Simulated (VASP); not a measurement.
# Te (P3_121) in VASP: settings compared

Aim: see how the results for Te move with the level of theory and the settings. Levels: rev-vdW-DF2, PBE, LDA. Tasks: phonons, band structure.

Everything below comes from runs of VASP 6.6.1. Logs are shortened: lines on timing, memory, paths and dates and some standing lists are left out, and cuts for length are marked.

## 1. The crystal as given

It takes space group P3_121 (No. 152, trigonal). The conventional cell has a = 4.397 Å, b = 4.397 Å, c = 6.002 Å, α = 90.00°, β = 90.00°, γ = 120.00°. Te (site symmetry 2) has 2 Te at 2.92 Å as nearest neighbours.

## 2. Phonons, rev-vdW-DF2

The input, POSCAR:

```
Te
1.0
    4.3967525367      0.0000000000     -0.0000000000
   -2.1983762683      3.8076993910      0.0000000000
    0.0000000000     -0.0000000000      6.0023381655
  Te
     3
Direct
     0.2795425563258795    1.0000000000000000    0.3333333332999970
     0.0000000000000000    0.2795425563258724    0.6666666667000030
     0.7204574436741275    0.7204574436741275    0.0000000000000000
```

The input, INCAR.step1:

```
  PREC = Accurate
  ENCUT = 600
  EDIFF = 1E-8
  ISMEAR = 0
  SIGMA = 0.03
  LREAL = F
  LASPH = T
  NELM = 80
  ALGO = Normal
  ISIF = 3
  LWAVE = F
  LCHARG = F
  GGA = MK
  LUSE_VDW = T
  AGGAC = 0.0
  PARAM1 = 0.1234
  PARAM2 = 0.711357
  ZAB_VDW = -1.8867
  IBRION = 2
  NSW = 40
  EDIFFG = -0.002
```

The input, INCAR.step2:

```
  PREC = Accurate
  ENCUT = 600
  EDIFF = 1E-8
  ISMEAR = 0
  SIGMA = 0.03
  LREAL = F
  LASPH = T
  NELM = 80
  ALGO = Normal
  ISIF = 2
  LWAVE = F
  LCHARG = F
  GGA = MK
  LUSE_VDW = T
  AGGAC = 0.0
  PARAM1 = 0.1234
  PARAM2 = 0.711357
  ZAB_VDW = -1.8867
  IBRION = 6
  NFREE = 2
  POTIM = 0.015
  NSW = 1
```

The input, KPOINTS:

```
Automatic mesh
0
Gamma
  9 9 6
```

Potentials or basis: VASP PAW PBE potentials, release 64 (Te).

Started as:

```
cat potpaw_PBE.64/Te/POTCAR > POTCAR
cp INCAR.step1 INCAR
mpirun -np 1 vasp_std > vasp.out
cp CONTCAR POSCAR
cp INCAR.step2 INCAR
mpirun -np 1 vasp_std > vasp.out
```

OUTCAR:

```text
PREC = Accurate
   ENCUT = 600
   EDIFF = 1E-8
   ISMEAR = 0
   LREAL = F
   LASPH = T
   NELM = 80
   ISIF = 2
   GGA = MK
   IBRION = 6
   NFREE = 2
   POTIM = 0.015
   NSW = 1

 ion  position               nearest neighbor table
   1  0.280  0.000  0.333-   3 2.92   2 2.92   3 3.41   3 3.41   2 3.41   2 3.41
   2  0.000  0.280  0.667-   3 2.92   1 2.92   3 3.41   3 3.41   1 3.41   1 3.41
   3  0.720  0.720  0.000-   1 2.92   2 2.92   1 3.41   2 3.41   2 3.41   1 3.41

  LATTYP: Found a hexagonal cell.
 ALAT       =     4.3971823787
 C/A-ratio  =     1.3651848349

  Lattice vectors:

 A1 = (   4.3971823787,   0.0000000000,   0.0000000000)
 A2 = (  -2.1985911893,   3.8080716451,   0.0000000000)
 A3 = (   0.0000000000,   0.0000000000,   6.0029666997)

Analysis of symmetry for initial positions (statically):
=====================================================================
 Subroutine PRICEL returns:
 Original cell was already a primitive cell.

 Routine SETGRP: Setting up the symmetry group for a
 hexagonal supercell.

 Subroutine GETGRP returns: Found  6 space group operations
 (whereof  2 operations were pure point group operations)
 out of a pool of 24 trial point group operations.

The static configuration has the point symmetry C_2 .
 The point group associated with its full space group is D_3 .

Analysis of symmetry for dynamics (positions and initial velocities):
=====================================================================
 Subroutine PRICEL returns:
 Original cell was already a primitive cell.

 Routine SETGRP: Setting up the symmetry group for a
 hexagonal supercell.

 Subroutine GETGRP returns: Found  6 space group operations
 (whereof  2 operations were pure point group operations)
 out of a pool of 24 trial point group operations.

The dynamic configuration has the point symmetry C_2 .
 The point group associated with its full space group is D_3 .

 Subroutine INISYM returns: Found  6 space group operations
 (whereof  2 operations are pure point group operations),
 and found     1 'primitive' translations

----------------------------------------------------------------------------------------

                                     Primitive cell

  volume of cell :     100.5184

  direct lattice vectors                    reciprocal lattice vectors
     4.397182379  0.000000000  0.000000000     0.227418359  0.131300051  0.000000000
    -2.198591189  3.808071645  0.000000000    -0.000000000  0.262600101  0.000000000
     0.000000000  0.000000000  6.002966700     0.000000000  0.000000000  0.166584299

  length of vectors
     4.397182379  4.397182379  6.002966700     0.262600101  0.262600101  0.166584299

  position of ions in fractional coordinates (direct lattice)
     0.279572719  0.000000000  0.333333333
     0.000000000  0.279572719  0.666666667
     0.720427281  0.720427281  0.000000000

  ion indices of the primitive-cell ions
   primitive index   ion index
                 1           1
                 2           2
                 3           3

----------------------------------------------------------------------------------------

 KPOINTS: Automatic mesh

Automatic generation of k-mesh.
 Grid dimensions read from file:
 generate k-points for:    9    9    6

 Generating k-lattice:

  Cartesian coordinates                     Fractional coordinates (reciprocal lattice)
     0.025268707  0.014588895  0.000000000     0.111111111 -0.000000000  0.000000000
    -0.000000000  0.029177789  0.000000000    -0.000000000  0.111111111  0.000000000
     0.000000000  0.000000000  0.027764050     0.000000000  0.000000000  0.166666667

  Length of vectors
     0.029177789  0.029177789  0.027764050

  Shift w.r.t. Gamma in fractional coordinates (k-lattice)
     0.000000000  0.000000000  0.000000000

 Subroutine IBZKPT returns following result:
 ===========================================

 Found     62 irreducible k-points:

 Following reciprocal coordinates:
            Coordinates               Weight
  0.000000  0.000000  0.000000      1.000000
  0.111111  0.000000  0.000000      6.000000
  0.222222  0.000000  0.000000      6.000000
  0.333333  0.000000  0.000000      6.000000
  0.444444  0.000000  0.000000      6.000000
  0.111111  0.111111  0.000000      6.000000
[... 16 lines left out ...]
  0.222222  0.111111  0.166667     12.000000
 -0.111111  0.333333  0.166667     12.000000
 [... further k-points ...]
   k-points           NKPTS =     62   k-points in BZ     NKDIM =     62   number of bands    NBANDS=     13
   number of dos      NEDOS =    301   number of ions     NIONS =      3
   total plane-waves  NPLWV =  62208
   dimension x,y,z NGX =    36 NGY =   36 NGZ =   48
   dimension x,y,z NGXF=    72 NGYF=   72 NGZF=   96
   ions per type =               3
   NGX,Y,Z   is equivalent  to a cutoff of  13.61, 13.61, 13.29 a.u.
   NGXF,Y,Z  is equivalent  to a cutoff of  27.22, 27.22, 26.59 a.u.
 SYSTEM =  unknown system
   PREC   = accura    normal or accurate (medium, high low for compatibility)
   ISTART =      0    job   : 0-new  1-cont  2-samecut
   ICHARG =      2    charge: 1-file 2-atom 10-const
   ISPIN  =      1    spin polarized calculation?
   LNONCOLLINEAR =      F non collinear calculations
   LSORBIT =      F    spin-orbit coupling
   LASPH  =      T    aspherical Exc in radial PAW
   ENCUT  =  600.0 eV  44.10 Ry    6.64 a.u.   8.78  8.78 11.99*2*pi/ulx,y,z
   NELM   =     80;   NELMIN=  2; NELMDL=  0     # of ELM steps
   EDIFF  = 0.1E-07   stopping-criterion for ELM
   LREAL  =      F    real-space projection
   EDIFFG = 0.1E-06   stopping-criterion for IOM
   NSW    =     73    number of steps for IOM
   IBRION =      6    ionic relax: 0-MD 1-quasi-New 2-CG
   NFREE  =      2    steps in history (QN), initial steepest desc. (CG)
   ISIF   =      2    stress and relaxation
   ISYM   =      2    0-nonsym 1-usesym 2-fastsym
   POTIM  = 0.0150    time-step for ionic-motion
   TEBEG  =    0.0;   TEEND  =   0.0 temperature during run
   PSTRESS=    0.0 pullay stress
   NELECT =      18.0000    total number of electrons
   NUPDOWN=      -1.0000    fix difference up-down
   EMIN   =  10.00;   EMAX   =-10.00  energy-range for DOS
   EFERMI =   0.00;   METHOD = LEGACY
   ISMEAR =     0;   SIGMA  =   0.03  broadening in eV -4-tet -1-fermi 0-gaus
   EFERMI_NEDOS =   21; number of points for ismear=-14 and -15
   IALGO  =     38    algorithm
   IMIX   =      4    mixing-type and parameters
     AMIX     =   0.40;   BMIX     =  1.00
     AMIX_MAG =   1.60;   BMIX_MAG =  1.00
  volume/ion in A,a.u.               =      33.51       226.11
  Fermi-wavevector in a.u.,A,eV,Ry     =   0.922750  1.743744 11.584907  0.851467
  Thomas-Fermi vector in A             =   2.048311
   LORBIT       =      0    0 simple, 1 ext, 2 COOP (PROOUT), +10 PAW based schemes
   GGA     = MK    functional components
   LHFCALC =     F    Hartree Fock is set to
   AEXX    =    0.0000 exact exchange contribution
   IVDW_NL    =     1    kernel type
   BPARAM     = 6.3000
   IVDW    =     0    specifies the selected vdW correction
   LEPSILON=     F    determine dielectric tensor
   LRPA    =     F    only Hartree local field effects (RPA)
 finite differences with symmetry
 non-spin polarized calculation
 Gauss-broadening in eV      SIGMA  =   0.03
  energy-cutoff  :      600.00
  volume of cell :      100.52
 maximum number of plane-waves:      3396
   NGX = 17   NGY = 17   NGZ = 23

--------------------------------------- Ionic step        1  -------------------------------------------

 number of electron      17.9999999 magnetization

 Free energy of the ion-electron system (eV)
  ---------------------------------------------------
  ext. energy  EPLUGINS =         0.00000000
  ---------------------------------------------------
  free energy    TOTEN  =        -4.51690144 eV

  energy without entropy =       -4.51681748  energy(sigma->0) =       -4.51685946

------------------------ aborting loop because EDIFF is reached ----------------------------------------

  FORCE on cell =-STRESS in cart. coord.  units (eV):
  Direction    XX          YY          ZZ          XY          YZ          ZX
  --------------------------------------------------------------------------------------
  -------------------------------------------------------------------------------------
  Total       -0.0012964     -0.0012964     -0.0048750     -0.0000000      0.0000000      0.0000000
  in kB       -0.0206640     -0.0206640     -0.0777039     -0.0000000      0.0000000      0.0000000
  external PRESSURE =      -0.0396773 kB  Pullay stress =       0.0000000 kB
[... 221 lines left out ...]
--------------------------------------- Ionic step        7  -------------------------------------------

 number of electron      18.0000000 magnetization

 Free energy of the ion-electron system (eV)
  ---------------------------------------------------
  ext. energy  EPLUGINS =         0.00000000
  ---------------------------------------------------
  free energy    TOTEN  =        -4.51637260 eV

  energy without entropy =       -4.51628467  energy(sigma->0) =       -4.51632864

 E-fermi :   6.0496     XC(G=0):  -9.1974

 val. band max:        6.0260653922   @ k =   0.3333   0.3333   0.5000
 cond. band min:       6.0712006211   @ k =   0.3333   0.3333   0.5000
 fundamental gap:      0.0451352289
 Fermi energy:         6.0496170211

 k-point     1 :       0.0000    0.0000    0.0000
  band No.  band energies     occupation
      1      -7.5783      2.00000
      2      -4.3849      2.00000
      3      -4.3465      2.00000
      4       3.1495      2.00000
      5       3.4329      2.00000
      6       3.4351      2.00000
      7       4.3472      2.00000
      8       4.3482      2.00000
      9       5.0354      2.00000
     10       6.9674      0.00000
     11       6.9955      0.00000
     12       7.6436      0.00000
     13      11.0041      0.00000
[... 354 lines left out ...]
  band No.  band energies     occupation
      1      -6.8902      2.00000
      2      -5.1235      2.00000
      3      -3.7796      2.00000
      4       1.1867      2.00000
      5       1.7818      2.00000
      6       2.7130      2.00000
      7       4.1070      2.00000
      8       4.9379      2.00000
      9       5.4388      2.00000
     10       6.7683      0.00000
     11       7.2888      0.00000
     12       7.7574      0.00000
     13       9.6597      0.00000

 [... further k-points ...]

------------------------ aborting loop because EDIFF is reached ----------------------------------------

  FORCE on cell =-STRESS in cart. coord.  units (eV):
  Direction    XX          YY          ZZ          XY          YZ          ZX
  --------------------------------------------------------------------------------------
  -------------------------------------------------------------------------------------
  Total        0.0001901     -0.0001144     -0.0018466      0.0306440      0.0003473      0.0750174
  in kB        0.0030304     -0.0018227     -0.0294332      0.4884400      0.0055357      1.1957128
  external PRESSURE =      -0.0094085 kB  Pullay stress =       0.0000000 kB
[... 22 lines left out ...]
  energy  without entropy=       -4.5162846707  energy(sigma->0) =       -4.51632864

Total vdW correction in eV:      3.3880212

 INTERNAL STRAIN TENSORS FROM DISPLACED ATOMS
 ============================================

 INTERNAL STRAIN TENSOR FOR ION    1 for displacements in x,y,z  (eV/Angst):
          X           Y           Z          XY          YZ          ZX
  --------------------------------------------------------------------------------
  x    -5.61401    -1.70363    -4.52482    -0.00000    -2.51261    -0.00000
  y    -0.00000    -0.00000    -0.00000    -1.95787    -0.00000    -2.51607
  z    -0.00000    -0.00000     0.00000    -2.04553    -0.00000    -5.00358

 INTERNAL STRAIN TENSOR FOR ION    3 for displacements in x,y,z  (eV/Angst):
          X           Y           Z          XY          YZ          ZX
  --------------------------------------------------------------------------------
  x     2.80902     0.84980     2.26241     1.69441     1.25890     2.17748
  y     1.47423     4.86304     3.91861     0.97692    -2.17748     1.25544
  z     1.77148    -1.77148     0.00000     1.02277     4.33322     2.50179

 Eigenvectors and eigenvalues of the dynamical matrix
 ----------------------------------------------------

   1 f  =    3.733946 THz    23.461073 2PiTHz  124.551023 cm-1    15.442352 meV
             X         Y         Z           dx          dy          dz
      1.229332  0.000000  2.000989     0.116834    0.058848    0.357743
     -0.614666  1.064633  4.001978    -0.007454   -0.130605    0.436226
      1.583925  2.743439  0.000000    -0.109381    0.071758   -0.793969
[... 43 lines left out ...]
   9 f/i=    0.000476 THz     0.002992 2PiTHz    0.015883 cm-1     0.001969 meV
             X         Y         Z           dx          dy          dz
      1.229332  0.000000  2.000989    -0.401718   -0.414671   -0.000026
     -0.614666  1.064633  4.001978    -0.401531   -0.414724    0.000035
      1.583925  2.743439  0.000000    -0.401671   -0.414859   -0.000009

 ELASTIC MODULI CONTR FROM IONIC RELAXATION (kBar)
 Direction    XX          YY          ZZ          XY          YZ          ZX
 --------------------------------------------------------------------------------
 XX        -198.5284    -73.2218   -168.0353     -0.0000    -90.7411     -0.0000
 YY         -73.2218   -198.5284   -168.0353     -0.0000     90.7411      0.0000
 ZZ        -168.0353   -168.0353   -207.8074     -0.0000     -0.0000      0.0000
 XY          -0.0000     -0.0000     -0.0000    -62.6533      0.0000    -90.7410
 YZ         -90.7411     90.7411     -0.0000      0.0000   -149.6583     -0.0000
 ZX          -0.0000      0.0000      0.0000    -90.7410     -0.0000   -149.6583
 --------------------------------------------------------------------------------
```

Wall time 14 min (1 thread of Intel Xeon 6975P-C (Granite Rapids), shared host); peak memory 0.83 GiB.

What came out:

```
Highest phonon frequency at Γ : 125 cm⁻¹
```

Phonon frequencies in cm⁻¹ (negative: imaginary):
| q point | frequencies |
| --- | --- |
| (0.000, 0.000, 0.000) | 0 0 0 80 80 85 100 125 125 |

Caveat: the PAW data sets were made with another functional, which shifts forces and pressure a little. The run has no spin-orbit coupling, so splittings on Te are missing.

[end of part 1 of 2]
